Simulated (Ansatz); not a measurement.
Al2O5: competing structures

These are results of DFT PBE, scalar-relativistic, plane waves, PAW (Ansatz 0.2.0), not measurements. Settings: cutoff 420 eV, Γ-centred meshes spaced at most about 0.3 Å⁻¹ (2π included), Gaussian smearing. Spin is collinear in cells that carry moments; the others ran without spin or lost their moments.

The zero of energy is the elements' standard structures at the same level (O₂ as a molecule); no fitted shifts are applied.

All energies are static (0 K, no zero-point motion). Larger cells and other orderings weren't all tried, so the list isn't exhaustive. No dispersion correction is applied, so the spacing and binding between layers, chains or molecules are poorly described (P1, P-3m1, C2/m at 12.5 Å³/atom), and this can change margins and order among such cells. Kohn–Sham gaps at this level usually fall short of measured ones. The magnetic state reached may not be the lowest.

Invented guesses were relaxed alike, and ends that match in structure, energy and magnetic state were merged. ΔE counts from the first row. Coordination counts O atoms around Al (those within 1.25 times the shortest such distance or 1.15 times the sum of covalent radii, 1.27 where that leaves under three; a plus sign parts nearer from farther groups). The ends were matched against large subsets of the Crystallography Open Database and the Materials Project, so a missing match doesn't prove that a structure is unreported.

```tsv
#	reached from	type and space group	atoms	Å³/atom	coordination	ΔE (meV/atom)	gap on mesh (eV)	moments	in databases
1	a relaxed cell, shaken at random and relaxed again	P1 (No. 1)	21	12.9	Al 3+2	0	1.28	parallel, 0.6 μB	no match
2	a cell proposed by chemical analogy	P-3m1 (No. 164)	7	12.8	Al 3+3	31	0.62	parallel, 0.6 μB	no match
3	a cell proposed by chemical analogy	Pmmn (No. 59)	14	11.4	Al 1+4	306	2.88	none	no match
4	V2O5 type (C2/m)	C2/m (No. 12)	7	9.6	Al 1+5	324	1.44	none	no match
5	a known structure type	C2/m (No. 12)	7	12.5	Al 4	630	0.62	none	-
```

The lowest: Space group P1 (No. 1), triclinic, a = 2.972 Å, b = 7.544 Å, c = 12.343 Å, α = 88.9°, β = 90.0°, γ = 78.6°. Al on its first site has 3 O at 1.81–1.83 Å, 2 O at 2.02–2.10 Å and 1 O at 2.36 Å; around Al on its second site lie 3 O at 1.80–1.82 Å and 2 O at 2.02–2.06 Å; Al on its third site is surrounded by 3 O at 1.80–1.81 Å and 2 O at 2.06 Å; Al on its fourth site has 3 O at 1.81–1.83 Å, 2 O at 2.02–2.10 Å and 1 O at 2.35 Å; around O on its first site lies 1 O at 1.21 Å; 16 more sites not described. Its energy over the elements is −2.003 eV/atom. Whether it is stable depends on the other phases of the system, which aren't compared here. An observed structure of this formula, if there is one, may be missing.

```cif
data_structure
_symmetry_space_group_name_H-M 'P 1'
_symmetry_Int_Tables_number 1
_cell_length_a 2.9719
_cell_length_b 7.5436
_cell_length_c 12.3432
_cell_angle_alpha 88.903
_cell_angle_beta 89.961
_cell_angle_gamma 78.646
_cell_volume 271.25
loop_
_atom_site_label
_atom_site_type_symbol
_atom_site_fract_x
_atom_site_fract_y
_atom_site_fract_z
_atom_site_occupancy
Al1 Al 0.90220 0.20516 0.88920 1
Al2 Al 0.19992 0.53882 0.88802 1
Al3 Al 0.61430 0.87327 0.88682 1
Al4 Al 0.44108 0.12493 0.11091 1
Al5 Al 0.82164 0.45680 0.11337 1
Al6 Al 0.07289 0.79127 0.11205 1
O1 O 0.02190 0.93711 0.54971 1
O2 O 0.62401 0.73243 0.54827 1
O3 O 0.01958 0.94222 0.45128 1
O4 O 0.62181 0.73756 0.44982 1
O5 O 0.45057 0.10118 0.83300 1
O6 O 0.75318 0.43422 0.83472 1
O7 O 0.16447 0.76740 0.83400 1
O8 O 0.88525 0.22888 0.16715 1
O9 O 0.26569 0.56273 0.16611 1
O10 O 0.52134 0.89585 0.16539 1
O11 O 0.93917 0.00203 0.00035 1
O12 O 0.27566 0.32805 0.99980 1
O13 O 0.76131 0.66508 0.00004 1
O14 O 0.28764 0.33616 0.54860 1
O15 O 0.35641 0.33884 0.45137 1
```

The second: Space group P-3m1 (No. 164), trigonal, a = 2.908 Å, c = 12.214 Å. Al has 3 O at 1.81 Å and 3 O at 2.17 Å; around O on a site of symmetry 3m lie 3 Al at 1.81 Å; around O on a site of symmetry -3m lie 6 Al at 2.17 Å; O on a second site of symmetry 3m has 1 O at 1.22 Å. Counting O atoms around Al, the first has Al 3+2 and the second has Al 3+3. The first and the second both hold O–O pairs. Cells relaxed within their symmetry can be saddle points.

```xyz
7
Lattice="2.9082 0.0000 0.0000 -1.4541 2.5186 0.0000 0.0000 0.0000 12.2143" Properties=species:S:1:pos:R:3 pbc="T T T"
Al    0.0000    1.6790    1.3757
Al    1.4541    0.8395   10.8386
O     1.4541    0.8395    2.0486
O     0.0000    1.6790   10.1657
O     0.0000    0.0000    0.0000
O     0.0000    0.0000    5.4985
O     0.0000    0.0000    6.7158
```

Some types were kept out of the candidates beforehand, so the set may lack a known form.
